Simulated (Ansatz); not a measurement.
**PtSe2 (Sudovikovite) under changes of volume**

One of the cells (20.265 Å³/atom); the others are scaled copies at fixed shape and fractional positions:

```
CELL_PARAMETERS angstrom
3.72400 0.00000 0.00000
-1.86200 3.22508 0.00000
0.00000 0.00000 5.06200
ATOMIC_POSITIONS crystal
Pt 0.00000 0.00000 0.00000
Se 0.66667 0.33333 0.75000
Se 0.33333 0.66667 0.25000
```

```yaml
Program: Ansatz 0.2.0
Functional: LDA
Potentials_or_basis: all-electron LAPW, scalar-relativistic
Cutoff: 293 eV (chosen from the basis error)
Basis_error_allowed: 0.002 eV/atom
k_mesh: 8 × 8 × 5
Occupations: fermi-dirac, width 0.05 eV
Spin: no spin polarisation
```

| volume (Å³/atom) | energy over the lowest point (meV/atom) | pressure (GPa) | largest force (eV/Å) |
| --- | --- | --- | --- |
| 19.049 | 30.63 | 9.1 | 1.048 |
| 19.455 | 12.21 | 5.5 | 0.739 |
| 19.860 | 2.33 | 2.4 | 0.455 |
| 20.265 | 0.00 | -0.4 | 0.196 |
| 20.671 | 4.40 | -3.0 | 0.042 |
| 21.076 | ? | ? | ? |
| 21.481 | 30.46 | -7.2 | 0.460 |

Task: What does the run at 21.076 Å³/atom give?

Result: Energy over the lowest point 14.78 meV/atom; pressure -5.2 GPa; largest force 0.260 eV/Å.

Worked out: A Birch-Murnaghan fit of order 3 (a polynomial in V^(-2/3)) to the other rows has its minimum at 20.20 Å³/atom with B0 = V·E''(V) = 135 GPa and B' = 4.8 at fixed shape and positions, which overstates the stiffness. It gives 14.77 meV/atom at 21.076 Å³/atom, against the run's 14.78, and -dE/dV = -5.2 GPa, against -5.2.

Energies are extrapolated to zero smearing.

Caveats: forces of over 1 eV/Å show positions far from the minimum, so gaps and moduli don't describe the material at rest (some runs).
